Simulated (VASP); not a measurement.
The system is NiO.

```
Ni O
1.0
     0.00000    2.08590    2.08590
     2.08590    0.00000    2.08590
     2.08590    2.08590    0.00000
Ni O
1 1
Direct
  0.00000 0.00000 0.00000
  0.50000 0.50000 0.50000
```

```yaml
Program: VASP 6.6.1
Task: relaxation of cell and atoms
Functional: PBE
Potentials_or_basis: VASP PAW PBE potentials, release 64 (Ni, O)
Cutoff: 600 eV
k_mesh: 11 × 11 × 11
Occupations: fermi-dirac, width 0.05 eV
Spin: collinear spin, ferromagnetic start
Starting_moments: "[1.0, 0.0] μB"
```

At the start: pressure 4.9 GPa; volume 9.08 Å³/atom.

Q: How do energy, volume and symmetry change on relaxing?

A: Over 3 steps the energy falls by 4.0 meV/atom and the volume is 9.34 Å³/atom (+2.9 %); space group Fm-3m (No. 225, to 0.05 Å); moment 1.77 μB per cell.

Step by step:
```csv
step,energy change (eV),largest force (eV/Å),pressure (GPa),volume (Å³)
1,0.0000,0.0000,4.87,18.15
2,-0.0069,0.0000,-1.76,18.89
3,-0.0080,0.0000,0.03,18.68
```

Final structure:
```
Ni O
1.0
     0.00000    2.10605    2.10605
     2.10605    0.00000    2.10605
     2.10605    2.10605    0.00000
Ni O
1 1
Direct
  0.00000 0.00000 0.00000
  0.50000 0.50000 0.50000
```

Caveat: a cell with one magnetic atom can't hold antiferromagnetic order, which such compounds often take.
